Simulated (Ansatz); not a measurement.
# Rh: the cost of one run

Computed with Ansatz 0.2.0 (DFT PBE, scalar-relativistic, plane waves, PAW, unless a step's input says otherwise).

5 further runs of the same task are left out: 2 that didn't finish, 3 set aside as unsound or not needed.

### Step 1. The starting structure

The structure is cubic, space group Fm-3m (No. 225). The conventional cell has a = 3.830 Å, b = 3.830 Å, c = 3.830 Å, α = 90.00°, β = 90.00°, γ = 90.00°. Around Rh (site symmetry m-3m) lie 12 Rh at 2.71 Å.

Coordinates:

```
Rh
1.0
     0.00000    1.91497    1.91497
     1.91497    0.00000    1.91497
     1.91497    1.91497    0.00000
Rh
1
Direct
  0.00000 0.00000 0.00000
```

It is the result of an earlier relaxation at this level (volume 14.04 Å³/atom; gap on the mesh: none (metal)).

### Step 2. Zero of energy

The reference gives a free energy of -6402.8963 eV, pressure 0.10 GPa, largest force 0.000 eV/Å and gap on the mesh none (metal). It was computed beforehand with the settings of the runs below.

### Step 3. Next: energy and stress against strain

The cell is strained by ε times the Voigt pattern (0, 1, 0, 0, 0, 0) (xx, yy, zz, yz, xz, xy; engineering shear), with fractional coordinates fixed (clamped ions). The stress on the pattern is the sum of the stress components weighted by it, tension positive.

### Step 4. Point ε = -0.1000

The input, input.yaml:

```yaml
crystal:
  lattice:
    - [0.0, 1.7234688704, 1.9149654115]
    - [1.9149654115, 0.0, 1.9149654115]
    - [1.9149654115, 1.7234688704, 0.0]
  atoms:
    - { symbol: Rh, position: [0.0, 0.0, 0.0] }
basis:
  ecutwfc: 420
kpoints:
  mp_grid: { grid: [26, 26, 26] }
hamiltonian:
  xc: pbe
scf:
  occupations: { method: gaussian, width: 0.15 }
output:
  forces: true
  stress: true
  eigenvalues: true
```

Launch:

```console
> ansatz run input.yaml --threads 1 --pin off --max-ram 2560MiB --backend cpu --events-out ev --progress --plain --runs-dir out
```

What time and memory should one allow on 1 thread of Arm Neoverse V1, shared host?

About 14 s, with a peak of 0.48 GiB.
